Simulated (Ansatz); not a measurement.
## Li in Ansatz: the effect of target pressure

Crystal: Li.

```
Li
1.0
     1.55050    0.89518    7.58830
    -1.55050    0.89518    7.58830
     0.00000   -1.79036    7.58830
Li
3
Direct
  0.77800 0.77800 0.77800
  0.22200 0.22200 0.22200
  0.00000 0.00000 0.00000
```

This isn't the form of Li at room conditions, which is bcc.

Alike in all runs:

| Property | Result |
| --- | --- |
| Program | Ansatz 0.2.0 |
| Task | relaxation of cell and atoms |
| Functional | PBEsol |
| Potentials or basis | Ansatz PAW |
| Cutoff | 420 eV (not typed: the program's choice for these potentials) |
| k mesh | 10 × 10 × 10 |
| Occupations | fermi-dirac, width 0.05 eV |
| Spin | no spin polarisation |

Each run relaxes the cell or the atoms first.

| target pressure | relaxed volume (Å³/atom) |
| --- | --- |
| 0 GPa | ? |
| 2 GPa | 17.91 |
| 5 GPa | 15.83 |
| 10 GPa | 13.73 |
| 20 GPa | 11.44 |
| 30 GPa | 10.11 |

Task: What does the run with target pressure 0 GPa give?

Result: Relaxed volume 20.20 Å³/atom.

Worked out: In Murnaghan's law V^(-B') rises as a straight line in P. The other rows fit best with B' = 2.7, V0 = 20.06 Å³/atom and B0 = 15 GPa, which gives 20.06 Å³/atom at 0 GPa, against the run's 20.20.

Caveats: the plane-wave basis is chosen anew once the cell has moved, so the energies of steps on either side of that aren't comparable; the volume moved by over 15 % at a fixed basis, so the end points are rough (some runs).

Runs at the PBE level aren't shown here.
